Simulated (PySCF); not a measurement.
**Electric properties by functional and basis**

C₂H₂Cl₂.
SMILES: `Cl/C=C/Cl`

PySCF, dipoles from the SCF density, polarisabilities from static response with core orbitals frozen. Isolated species at its PBE0-D3(BJ)/def2-SVP geometry, gas phase.

Reference polarisability: 8.150 Å³ (measured, gas; NIST CCCBDB Release 22 (SRD 101), experimental polarizabilities). The anisotropy is √(½[(α1 − α2)² + (α2 − α3)² + (α3 − α1)²]).

```
              level  α (au)  error (%)  anisotropy (au)
      LDA/def2-SVPD   57.38       +4.3            43.60
      PBE/def2-SVPD   57.11       +3.8            43.65
    B3LYP/def2-SVPD   55.76       +1.4            41.91
     PBE0/def2-SVPD   55.04       +0.1            41.10
BHandHLYP/def2-SVPD   53.98       -1.9            39.88
CAM-B3LYP/def2-SVPD   54.81       -0.3            40.26
  wB97X-D/def2-SVPD   54.53       -0.8            39.84
  LC-wPBE/def2-SVPD   53.28       -3.1            38.39
       HF/def2-SVPD   52.71       -4.2            38.33
        PBE0/6-31G*   40.26      -26.8            46.50
      PBE0/def2-SVP   39.62      -28.0            41.37
       PBE0/6-31+G*   46.95      -14.6            43.12
   PBE0/aug-cc-pVDZ   54.73       -0.5            41.99
     PBE0/def2-TZVP   49.16      -10.6            43.60
    PBE0/def2-TZVPD   56.36       +2.5            42.59
   PBE0/aug-cc-pVTZ   56.08       +2.0            42.33
```

For the polarisability, the smallest error is 0.1% (PBE0/def2-SVPD) and the largest 28.0% (PBE0/def2-SVP). The dipole stays under 0.05 D at every level. In one basis (def2-SVPD) the functionals order the polarisability from HF (lowest) to LDA (highest), a spread of 9%. With PBE0 the polarisability is 43.01 au without diffuse functions (mean of 6-31G*, def2-SVP and def2-TZVP) and 53.83 au with them (mean of 6-31+G*, def2-SVPD, aug-cc-pVDZ, def2-TZVPD and aug-cc-pVTZ). Measured values can belong to vibrating molecules; the computed ones are for one fixed geometry.
